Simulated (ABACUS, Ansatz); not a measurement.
Cost and result for the equilibrium volume of CuI

**What was measured.** The equilibrium volume of CuI (Marshite) (F-43m) is reported as 27.71 Å³/atom at 300 K (a printed reference work). The runs below try to reproduce it.

The structure is cubic, space group F-43m (No. 216). The conventional cell has a = 6.063 Å, b = 6.063 Å, c = 6.063 Å, α = 90.00°, β = 90.00°, γ = 90.00°. Around I (site symmetry -43m) lie 4 Cu at 2.63 Å. Cu (site symmetry -43m) has 4 I at 2.63 Å as nearest neighbours.

| rung | level | program and potentials | cutoff (eV) | k mesh | smearing | task | core time | chip | equilibrium volume (Å³/atom) | miss | notes |
| --- | --- | --- | --- | --- | --- | --- | --- | --- | --- | --- | --- |
| GGA + dispersion | BLYP+D4 | Ansatz, all-electron LAPW, scalar-relativistic | - | 8 × 8 × 8 | fermi-dirac 0.05 | relaxation of cell and atoms | 29 s | Arm Neoverse V2 | 27.21 | -1.8 % | - |
| GGA + dispersion | PBE+D4 | Ansatz, all-electron LAPW, scalar-relativistic | - | 8 × 8 × 8 | fermi-dirac 0.05 | relaxation of cell and atoms | 35 s | Arm Neoverse V1 | 26.60 | -4.0 % | - |
| GGA + dispersion | BLYP+D3(BJ) | Ansatz, all-electron LAPW, scalar-relativistic | - | 8 × 8 × 8 | fermi-dirac 0.05 | relaxation of cell and atoms | 37 s | Arm Neoverse V1 | 26.71 | -3.6 % | - |
| GGA + dispersion | RPBE+D4 | Ansatz, all-electron LAPW, scalar-relativistic | - | 8 × 8 × 8 | fermi-dirac 0.05 | relaxation of cell and atoms | 44 s | Intel Xeon Platinum 8375C Ice Lake | 26.35 | -4.9 % | - |
| GGA | revPBE | Ansatz, all-electron LAPW, scalar-relativistic | - | 8 × 8 × 8 | fermi-dirac 0.05 | relaxation of cell and atoms | 55 s | Intel Xeon | 29.23 | +5.5 % | - |
| GGA | PBE | ABACUS, GBRV ultrasoft 1.5 PBE, plane waves | 544 | 6 × 6 × 6 | fermi-dirac 0.05 | equation of state | 6.5 min | Intel Xeon Platinum 8488C Sapphire Rapids | 28.12 | +1.5 % | fit through 4 volumes |

Times are single runs on shared hosts and different chips, so they are rough; meshes, cutoffs and the tasks' sizes weigh on the time. All rows: no spin polarisation. Smearing widths are in eV. Meshes differ between rows, which moves values too. Meshes are those of the run's cell of 2 atoms unless a note names another. Relaxations start from the cell shown or near it and stop with a little pressure left. The cell shown, of 27.86 Å³ an atom, is the runs' start and not the measured value. Misses use the values as printed. Runs on faulty files, with rough fits or with known faults for this quantity aren't shown. No row holds spin-orbit coupling.

By rung: GGA + dispersion 26.35 to 27.21; GGA 28.12 to 29.23 (Å³/atom). Measured: 27.71 Å³/atom at 300 K (a printed reference work). Closest is PBE (+1.5 %). The runs are for a static lattice, while measurements hold temperature and zero-point motion.
